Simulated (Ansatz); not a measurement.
Input and output of a band-structure calculation on GaAs (h-MgO type) (Ansatz 0.2.0, PBE). The cell was relaxed beforehand with r2SCAN.

```yaml
crystal:
  lattice:
    - [4.2497554351, 0.0, 0.0]
    - [-2.1248777176, 3.6803961666, 0.0]
    - [0.0, 0.0, 5.7732410614]
  atoms:
    - { symbol: Ga, position: [0.3333333333, 0.6666666667, 0.25] }
    - { symbol: Ga, position: [0.6666666667, 0.3333333333, 0.75] }
    - { symbol: As, position: [0.6666666667, 0.3333333333, 0.25] }
    - { symbol: As, position: [0.3333333333, 0.6666666667, 0.75] }
kpoints:
  mp_grid: { grid: [12, 12, 4] }
  band_path:
    path:
      - [[0.0, 0.0, 0.0], [0.5, 6.809861421271e-18, 0.0], [0.3333333333333, 0.3333333333333, 0.0], [0.0, 0.0, 0.0], [0.0, 0.0, 0.5], [0.5, 6.809861421271e-18, 0.5], [0.3333333333333, 0.3333333333333, 0.5], [0.0, 0.0, 0.5]]
      - [[0.5, 6.809861421271e-18, 0.5], [0.5, 6.809861421271e-18, 0.0]]
      - [[0.3333333333333, 0.3333333333333, 0.5], [0.3333333333333, 0.3333333333333, 0.0]]
    npoints: 10
hamiltonian:
  xc: pbe
scf:
  occupations: { method: fermi_dirac, width: 0.02 }
  n_extra_bands: 5
output:
  forces: true
  stress: true
  eigenvalues: true
  write_density: true
  write_potential: true
  elf: true
  volumetric_format: npy
```

The output follows, shortened, with numbered blanks.
```
scf.n_extra_bands = 5 over 28 filled bands (N_el = 56.0): the run solves 33 bands
Pseudopotential: Ga, paw, valence charge 13, recommended cutoff 420 eV (normal)
Pseudopotential: As, paw, valence charge 15, recommended cutoff 420 eV (normal)
Functional definition: PBE
Crystal: 4 atoms, lattice volume = 90.298 Å³
Basis set: ecut = 420 eV, 1753 PW (Γ)
Symmetry: 24 space group operations
Space group: P63/mmc (ITA 194)
[1]
SCF 1 converged in 6 iterations: F = -17278.360759 eV  dr2 = 2.07e-8
Free energy (F): -17278.360759 eV
Internal energy: -17278.357944 eV  (E = F + TS)
E sigma→0 (E₀):  -17278.359351 eV
Entropy (-TS):   -0.002814 eV (-0.704 meV/atom)
Fermi energy:    8.391156 eV
--- Stress (GPa, compression-positive) ---
[2]
```

**Question.** What stood in the gaps? They hold the stress, the count of irreducible k points.

**Answer.**
```
[1]
k-points: 57 of 576
[2]
        2.840923       0.000000       0.000000
        0.000000       2.840923       0.000000
        0.000000       0.000000       1.466404
  P = ⅓ Tr σ = 2.3828 GPa (23.828 kbar)
```

Run as `ansatz run input.yaml --threads 2 --pin off --max-ram 2211MiB --backend cpu --events-out ev --progress --plain --runs-dir out`. It took 19 s on 2 threads of Intel(R) Xeon(R) Processor @ 2.50GHz (Skylake/Cascade Lake), with other jobs on the host, load about 0.9 per core; peak host memory 0.48 GiB.

All values are calculated for a non-magnetic cell, which may be hypothetical.

The runs are scalar-relativistic, without spin-orbit coupling.

Overlapping bands make a metal at that level, for which these meshes are coarse; small forces, stresses and energy differences are uncertain.
